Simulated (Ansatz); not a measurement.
Reaction (formal exchange of groups at the Al–C bond): `[CH3][AlH][SiH2]S` + `NC(N)=O` → `[AlH2][SiH2]S` + `CNC(N)=O`

Computed with Ansatz on PBE0-D4/def2-TZVP structures; ΔE is electronic, products minus reactants. CBS: MP2 limit from def2 TZ/QZ plus the TZ coupled-cluster correction, frozen cores. Functionals use def2-TZVPP. One conformer a species, not always the lowest.

```json
{"level": "B2PLYP", "ΔE (kJ/mol)": "71.4"}
{"level": "CCSD(T)/def2-TZVPP", "ΔE (kJ/mol)": "69.3"}
```

What does CCSD(T)/CBS give? (Best estimate.)

Computed: +71.6 kJ/mol. The listed levels differ from it by -0.2, -2.3 kJ/mol.

Largest T1 diagnostic among the species: 0.014.

In def2-TZVPP, CCSD(T) changes the Hartree–Fock value by +7.5 kJ/mol (the triples alone add +0.5 kJ/mol) and MP2 by +11.6 kJ/mol.

CCSD(T)/CBS has its own doubt, a few kJ/mol and more with outer-core shells, so smaller differences from it don't rank the levels.
